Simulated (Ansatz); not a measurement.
Ti2HC: what symmetry allows forces and stress to be

```yaml
crystal:
  lattice:
    - [1.50843, 0.87089, 5.10300]
    - [-1.50843, 0.87089, 5.10300]
    - [0.00000, -1.74178, 5.10300]
  atoms:
    - { symbol: Ti, position: [0.73148, 0.73148, 0.73148] }
    - { symbol: Ti, position: [0.26852, 0.26852, 0.26852] }
    - { symbol: H, position: [0.00000, 0.00000, 0.00000] }
    - { symbol: C, position: [0.50000, 0.50000, 0.50000] }
```

Method: DFT PBEsol, scalar-relativistic, plane waves, PAW (Ansatz).

Settings: cutoff 420 eV, Γ-centred mesh 15×15×15 on the computed 4-atom cell, Gaussian smearing of 0.10 eV; no spin polarisation.

This distorted cell has space group R-3m, with 12 operations.

Q: Without a calculation: in which directions can each atom feel a force?

A: A force must be left unchanged by every operation that keeps its atom in place, so it lies in the space that those operations leave fixed. Atoms that the group maps onto each other feel forces of one size.
| atom | site symmetry | operations at the site | equivalent to atom | allowed force (Cartesian) |
| --- | --- | --- | --- | --- |
| Ti1 | 3m | 6 | 1 | along (0.00, 0.00, 1.00) |
| Ti2 | 3m | 6 | 1 | along (0.00, 0.00, 1.00) |
| H3 | -3m | 12 | 3 | none |
| C4 | -3m | 12 | 4 | none |

That leaves 1 independent force component of 12. A relaxation in this cell that keeps the symmetry moves the atoms in these directions alone.

Q: And the stress tensor?

A: It must be invariant under the point group, which leaves 2 independent components: yz, xz, xy vanish; xx = yy.

Q: Do the computed values obey this?

A: Yes. Forces (eV/Å):
```
Ti1  0.000  0.000  6.244
Ti2  0.000  0.000 -6.244
H3   0.000  0.000  0.000
C4   0.000  0.000  0.000
```

Stress (GPa, compression positive, xx yy zz yz xz xy): -1.47 -1.47 -24.05 0.00 0.00 0.00. The program imposes the same operations on density, forces and stress, so this confirms the analysis and is no independent test of the calculation.